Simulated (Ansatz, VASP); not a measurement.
**CdSiP2: VASP beside Ansatz**

```xyz
8
Lattice="-2.8436 2.8436 5.2486 2.8436 -2.8436 5.2486 2.8436 2.8436 -5.2486" Properties=species:S:1:pos:R:3 pbc="T T T"
Cd    0.0000    2.8436    2.6243
Cd    0.0000    0.0000    0.0000
Si    0.0000    0.0000    5.2486
Si    2.8436    0.0000    2.6243
P     1.1552    1.4218    6.5607
P     1.4218   -1.1552    3.9364
P     1.6884    1.4218    1.3121
P     1.4218    3.9989   -1.3121
```

The cell is a database's computed one.

Alike in both runs: task single point; functional PBE; k mesh 4 × 4 × 4; occupations gaussian, width 0.1 eV; no spin polarisation.

```csv
,VASP,Ansatz
version,VASP 6.6.1,Ansatz 0.2.0
potentials or method,"VASP PAW PBE potentials, release 64 (Cd, Si, P)","scalar-relativistic, plane waves, PAW"
plane-wave cutoff (eV),520,420
valence electrons in the cell,52,68
```

|  | VASP | Ansatz | Ansatz less VASP |
| --- | --- | --- | --- |
| gap on the k mesh at the Fermi level (eV) | 1.39 | 1.39 | 0.000 |
| least direct gap on the mesh (eV) | 1.39 | 1.39 | 0.000 |
| pressure (GPa) | 1.8 | 1.7 | -0.08 |
| largest component of the traceless stress (GPa) | 0.06 | 0.05 | -0.016 |
| rms of the force components (eV/Å) | 0.028 | 0.046 | +0.0180 |

Atom by atom the forces differ by 0.018 eV/Å (rms over components). With one functional, cell and mesh, what is left measures potentials, basis and numerics. The two sets of potentials don't hold the same shells in valence.

A k mesh can miss the band edges.
